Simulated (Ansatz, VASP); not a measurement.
**One calculation of SrO, two programs**

Contents of INCAR:

```
SYSTEM = SrO
PREC = Accurate
ENCUT = 520
EDIFF = 1E-6
ISMEAR = 0
SIGMA = 0.05
LREAL = .False.
LASPH = .True.
NELM = 60
ALGO = Normal
ISIF = 2
LWAVE = .False.
LCHARG = .True.
LELF = .True.
LVHAR = .True.
NBANDS = 24
```

KPOINTS

```
regular mesh
0
Gamma
  9 9 4
  0 0 0
```

Contents of POSCAR:

```
SrO
1.0
    3.5532880902      0.0000000000      0.0000000000
   -1.7766440451      3.0772377531      0.0000000000
    0.0000000000      0.0000000000      6.2173039800
Sr O
2 2
Direct
    0.3333333333      0.6666666667      0.2500000000
    0.6666666667      0.3333333333      0.7500000000
    0.0000000000      0.0000000000      0.0502629437
    0.0000000000      0.0000000000      0.5502629437
```

Input for Ansatz:

```yaml
crystal:
  lattice:
    - [3.5532880902, 0.0, 0.0]
    - [-1.7766440451, 3.0772377531, 0.0]
    - [0.0, 0.0, 6.21730398]
  atoms:
    - { symbol: Sr, position: [0.3333333333, 0.6666666667, 0.25] }
    - { symbol: Sr, position: [0.6666666667, 0.3333333333, 0.75] }
    - { symbol: O, position: [0.0, 0.0, 0.0502629437] }
    - { symbol: O, position: [0.0, 0.0, 0.5502629437] }
basis:
  ecutwfc: 420
kpoints:
  mp_grid: { grid: [9, 9, 4] }
hamiltonian:
  xc: lda
scf:
  occupations: { method: gaussian, width: 0.05 }
output:
  forces: true
  stress: true
  eigenvalues: true
```

Change from the starting cell: all O atoms moved +0.312 Å, as atom 3 along Cartesian [0 0 1].

Alike in both runs: task single point; functional LDA; k mesh 9 × 9 × 4; occupations gaussian, width 0.05 eV; no spin polarisation.

```csv
,VASP,Ansatz
version,VASP 6.6.1,Ansatz 0.2.0
potentials or method,"VASP PAW LDA potentials, release 64 (Sr_sv, O)","scalar-relativistic, plane waves, PAW"
plane-wave cutoff (eV),520,420
valence electrons in the cell,32,32
```

```csv
,VASP,Ansatz,Ansatz less VASP
gap on the k mesh at the Fermi level (eV),3.21,3.19,-0.017
least direct gap on the mesh (eV),3.27,3.25,-0.018
pressure (GPa),-1.8,-2.6,-0.80
largest component of the traceless stress (GPa),0.61,0.50,-0.106
rms of the force components (eV/Å),0.414,0.382,-0.0326
```

Atom by atom the forces differ by 0.033 eV/Å (rms over components).

Caveats: an odd mesh through Γ misses points on the zone boundary, where band edges often lie.
